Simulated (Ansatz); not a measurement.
**MnSb: strain energy, fitted**

MnSb, P6_3/mmc, a = 4.097 Å, c = 5.597 Å. The structure is a COD entry; whether it is the stable form wasn't checked. Ansatz: PBE, PAW, 420 eV, Γ-centred 15×15×10 mesh on 4 atoms, Gaussian smearing 0.10 eV; collinear spin, largest moment 3.3 μB. Series: strain along c alone, the other axes held, atoms fixed by symmetry; x is the strain in per cent. y is the free energy over the unstrained cell, V0 = 20.337 Å³/atom.

```tsv
x (%)	y (meV/atom)
-6.0	28.30
-4.0	12.55
-2.0	3.14
0.0	0.00
2.0	2.85
4.0	10.60
6.0	?
```

Task: Fit y = c2 x² + c3 x³ to the other rows, turn c2 into a modulus, and predict the missing energy.

Result: Least squares on the rows shown. y = 0.71685 x² − 0.012109 x³. In eV per unit strain² c2 is 7.168; this is C33 with relaxed ions (E = ½ C33 V0 ε²): 2 × 7.168 × 160.2 / (20.337) = 113 GPa. With a term in x⁴ added, the coefficient of x² becomes 0.7483, 4 % more, which shows how far this figure hangs on the form. At x = 6.0 the fit asked for gives 23.19 meV/atom. The run gave 22.19 meV/atom, so the fit is 1.00 meV/atom too high, 3.5 % of the span of the series, against an rms of 0.18 meV/atom on the fitted rows. The row lies outside the fitted range. With a term in x⁴ added, a fit to the same known rows predicts 21.66 meV/atom, a smaller miss on the other side.

Only parallel moments were tried here.